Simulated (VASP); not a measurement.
Runs of VASP 6.6.1 on SnSe2. It takes space group P-3m1 (No. 164, trigonal). Conventional cell: a = 3.811 Å, b = 3.811 Å, c = 6.136 Å, α = 90.00°, β = 90.00°, γ = 120.00°. Around Sn (site symmetry -3m) lie 6 Se at 2.68 Å. Se (site symmetry 3m) has 3 Sn at 2.68 Å as nearest neighbours. 

```tsv
task	level	cell	k mesh	cutoff (eV)	smearing	ladder	mesh quality	gap on the mesh (eV)	pressure (GPa)	relaxed volume (Å³/atom)	largest force (eV/Å)
relaxation of cell and atoms	PBEsol	relaxed	8 × 8 × 4	600	gaussian 0.02 eV	gaps	not flagged	0.66	0.0	25.83	0.01
single point	PBE	as given	8 × 8 × 5	520	fermi-dirac 0.05 eV	-	not flagged	0.81	5.6	-	0.80
Born charges and dielectric tensor	PBEsol	as given	8 × 8 × 5	520	gaussian 0.02 eV	-	not flagged	(a)	-	-	-
relaxation of cell and atoms	vdW-DF	relaxed	8 × 8 × 5	600	fermi-dirac 0.05 eV	-	not flagged	0.63	0.1	(d)	0.01
relaxation of cell and atoms	r2SCAN	relaxed	8 × 8 × 5	600	gaussian 0.05 eV	-	not flagged	1.02	0.0	27.86	-
Wannier functions by SCDM	PBE	as given	4 × 4 × 3	520	gaussian 0.02 eV	-	coarse	(b)	-	-	-
relaxation of cell and atoms	rSCAN	relaxed	8 × 8 × 5	600	gaussian 0.05 eV	-	not flagged	(c)	0.0	27.64	-
```

Alike in all rows: potentials or basis VASP PAW PBE potentials, release 64 (Sn_d, Se); no spin polarisation.

Task: Fill in the values left out.

Result: (a) 0.73; (b) 0.76; (c) 1.01; (d) 29.52.

Caveats: some runs use coarse meshes; spin-orbit coupling is left out, which moves the levels of the heavy elements; the PAW data sets were made with another functional, which shifts forces and pressure a little (some runs); an odd mesh through Γ misses points on the zone boundary, where band edges often lie (some runs); this functional lacks dispersion, which binds the layers, so the pressure and a relaxed spacing across them are unreliable (some runs); the volume moved by +15 % from the deposited cell, more than functionals usually miss (some runs).

A k mesh can miss the band edges, and the runs leave out spin-orbit coupling on Se, Sn.

Not every run made on this cell is shown here.
